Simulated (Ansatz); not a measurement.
# Monolayer of P, 48 atoms

What do PBEsol, HSE06 and r²SCAN give for the perfect crystal in this cell, and at what cost?

Method: density functional theory in Ansatz 0.2.0, PAW datasets, plane waves.

## Step 1: The starting cell

48 atoms (48 P); a = 13.141 Å, b = 13.298 Å, c = 18.000 Å, α = 90.00°, β = 90.00°, γ = 90.00°.

Plan of the steps: (2) PBEsol single point at the Γ point alone, on 1 × data-centre GPU with 8 threads; (3) HSE06 single point at the Γ point alone, on 1 × data-centre GPU with 8 threads; (4) r²SCAN single point at the Γ point alone, on 1 × data-centre GPU with 8 threads.

## Step 2: Single point with PBEsol

The input, in.yaml:

```yaml
crystal:
  lattice:
    - [13.140826, 0.000000, 0.000000]
    - [0.000000, 13.298070, 0.000000]
    - [0.000000, 0.000000, 18.000000]
  atoms:
    - { symbol: P, position: [0.000000, 0.027495, 0.558767] }
    - { symbol: P, position: [0.000000, 0.360828, 0.558767] }
    - { symbol: P, position: [0.000000, 0.694161, 0.558767] }
    - { symbol: P, position: [0.250000, 0.027495, 0.558767] }
    - { symbol: P, position: [0.250000, 0.360828, 0.558767] }
    - { symbol: P, position: [0.250000, 0.694161, 0.558767] }
    - { symbol: P, position: [0.500000, 0.027495, 0.558767] }
    - { symbol: P, position: [0.500000, 0.360828, 0.558767] }
    - { symbol: P, position: [0.500000, 0.694161, 0.558767] }
    - { symbol: P, position: [0.750000, 0.027495, 0.558767] }
    - { symbol: P, position: [0.750000, 0.360828, 0.558767] }
    - { symbol: P, position: [0.750000, 0.694161, 0.558767] }
    - { symbol: P, position: [0.125000, 0.139172, 0.558767] }
    - { symbol: P, position: [0.125000, 0.472505, 0.558767] }
    - { symbol: P, position: [0.125000, 0.805838, 0.558767] }
    - { symbol: P, position: [0.375000, 0.139172, 0.558767] }
    - { symbol: P, position: [0.375000, 0.472505, 0.558767] }
    - { symbol: P, position: [0.375000, 0.805838, 0.558767] }
    - { symbol: P, position: [0.625000, 0.139172, 0.558767] }
    - { symbol: P, position: [0.625000, 0.472505, 0.558767] }
    - { symbol: P, position: [0.625000, 0.805838, 0.558767] }
    - { symbol: P, position: [0.875000, 0.139172, 0.558767] }
    - { symbol: P, position: [0.875000, 0.472505, 0.558767] }
    - { symbol: P, position: [0.875000, 0.805838, 0.558767] }
    - { symbol: P, position: [0.000000, 0.305839, 0.441233] }
    - { symbol: P, position: [0.000000, 0.639172, 0.441233] }
    - { symbol: P, position: [0.000000, 0.972505, 0.441233] }
    - { symbol: P, position: [0.250000, 0.305839, 0.441233] }
    - { symbol: P, position: [0.250000, 0.639172, 0.441233] }
    - { symbol: P, position: [0.250000, 0.972505, 0.441233] }
    - { symbol: P, position: [0.500000, 0.305839, 0.441233] }
    - { symbol: P, position: [0.500000, 0.639172, 0.441233] }
    - { symbol: P, position: [0.500000, 0.972505, 0.441233] }
    - { symbol: P, position: [0.750000, 0.305839, 0.441233] }
    - { symbol: P, position: [0.750000, 0.639172, 0.441233] }
    - { symbol: P, position: [0.750000, 0.972505, 0.441233] }
    - { symbol: P, position: [0.125000, 0.194161, 0.441233] }
    - { symbol: P, position: [0.125000, 0.527495, 0.441233] }
    - { symbol: P, position: [0.125000, 0.860828, 0.441233] }
    - { symbol: P, position: [0.375000, 0.194161, 0.441233] }
    - { symbol: P, position: [0.375000, 0.527495, 0.441233] }
    - { symbol: P, position: [0.375000, 0.860828, 0.441233] }
    - { symbol: P, position: [0.625000, 0.194161, 0.441233] }
    - { symbol: P, position: [0.625000, 0.527495, 0.441233] }
    - { symbol: P, position: [0.625000, 0.860828, 0.441233] }
    - { symbol: P, position: [0.875000, 0.194161, 0.441233] }
    - { symbol: P, position: [0.875000, 0.527495, 0.441233] }
    - { symbol: P, position: [0.875000, 0.860828, 0.441233] }
kpoints:
  mp_grid: { grid: [1, 1, 1] }
hamiltonian:
  xc: pbesol
scf:
  occupations: { method: fermi_dirac, width: 0.01 }
output:
  forces: true
  eigenvalues: true
  stress: true
  populations: true
  eigenstates: { kpoints: [[0, 0, 0]], e_range: [-6.0, 6.0], localisation: true }
```

## Step 3: HSE06 on the same atoms

Changes to in.yaml since step 2:

```diff
@@ -57,3 +57,3 @@
 hamiltonian:
-  xc: pbesol
+  xc: hse06
 scf:
@@ -63,3 +63,2 @@
   eigenvalues: true
-  stress: true
   populations: true
```

## Step 4: r²SCAN single point

Changes to in.yaml since step 3:

```diff
@@ -57,3 +57,3 @@
 hamiltonian:
-  xc: hse06
+  xc: r2scan
 scf:
```

What does the calculation give? Wanted: for each run, top filled to lowest empty; top filled below vacuum; energy; pressure.

The runs gave:

| level | time | top filled to lowest empty (eV) | top filled below vacuum (eV) | energy (eV/atom) | pressure (GPa) |
| --- | --- | --- | --- | --- | --- |
| PBEsol | 3.7 s (GPU) | 0.69 | 4.92 | -739.9468 | 0.05 |
| HSE06 | 26 s (GPU) | 1.43 | 5.35 | -756.0746 | - |
| r²SCAN | 6.3 s (GPU) | 0.90 | 5.07 | -759.0890 | - |

**Reading.** At the same k points, PBEsol gives a spacing 0.74 eV smaller and r²SCAN gives a spacing 0.53 eV smaller than the 1.43 eV of HSE06. The price of HSE06 is about 6.9 times the time of PBEsol here. With one k point the spacing samples only the states that fold onto it, so it can exceed the gap over the zone.
